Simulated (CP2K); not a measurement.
Runs of CP2K 2026.2 on MgO. The structure is cubic, space group Fm-3m (No. 225). The conventional cell has a = 4.194 Å, b = 4.194 Å, c = 4.194 Å, α = 90.00°, β = 90.00°, γ = 90.00°. Around Mg (site symmetry m-3m) lie 6 O at 2.10 Å. O (site symmetry m-3m) is surrounded by 6 Mg at 2.10 Å. The cell is a database's computed one.

```csv
level,cutoff of the non-local correlation (Ry),gap on the mesh (eV),pressure (GPa)
vdW-DF2,300,5.08,13.8
LDA,-,(c),1.8
TPSS,-,(a),9.4
rev-vdW-DF2,300,(b),8.3
BLYP,-,5.04,13.4
PBEsol,-,4.68,7.0
```

Alike in all rows: task band structure; potentials or basis POTENTIAL_UZH Mg GTH-PBE-q10, O GTH-PBE-q6; TZVP-MOLOPT-PBE-GTH basis; no spin polarisation; cell as given; k mesh 11 × 11 × 11; smearing fermi-dirac 0.05 eV.

Fill in the values left out.

(a) 5.00; (b) 4.84; (c) 4.56.

Caveats: the potentials were made for another functional, which shifts forces and pressure; the basis of atomic orbitals isn't converged, which shifts pressures, moduli and gaps; the real-space grid breaks the cell's symmetry a little (some runs).

Runs at the PBE level aren't shown here.
